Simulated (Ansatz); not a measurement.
The calculation used DFT PBE, scalar-relativistic, plane waves, PAW (Ansatz). All cells share a 420 eV cutoff and Γ-centred k meshes spaced at most about 0.3 Å⁻¹ (about 0.25 or finer for metals, 2π included). No spin polarisation in the final relaxations.

These are static total energies at zero pressure.

Compare these two cells of TiC, each relaxed at this level.

1.

```
Ti C
1.0
     3.15598    0.00000    0.00000
    -1.57799    2.73316    0.00000
     0.00000    0.00000    4.71134
Ti C
2 2
Direct
  0.66667 0.33333 0.75000
  0.33333 0.66667 0.25000
  0.00000 0.00000 0.00000
  0.00000 0.00000 0.50000
```

2.

```
Ti C
1.0
     0.00000    2.16640    2.16640
     2.16640    0.00000    2.16640
     2.16640    2.16640    0.00000
Ti C
1 1
Direct
  0.50000 0.50000 0.50000
  0.00000 0.00000 0.00000
```

Question: Which would you expect to be lower, and how large is the difference?

Answer: Cell 2 is lower, by 141 meV/atom. Cell 1 has the anti-nickel arsenide type, space group P6_3/mmc (No. 194), 10.2 Å³/atom and no gap on its mesh; cell 2 has the rock salt type, space group Fm-3m (No. 225), 10.2 Å³/atom and no gap. In cell 1, around Ti lie 6 C at 2.17 Å; around C lie 6 Ti at 2.17 Å and 2 C at 2.36 Å. In cell 2, around Ti lie 6 C at 2.17 Å; C is surrounded by 6 Ti at 2.17 Å. Both come from invented guesses. The part of the Crystallography Open Database at hand lists TiC in space group No. 225; sharing a group (Fm-3m) doesn't make a cell the listed structure.

Cells relaxed within their symmetry can be saddle points.
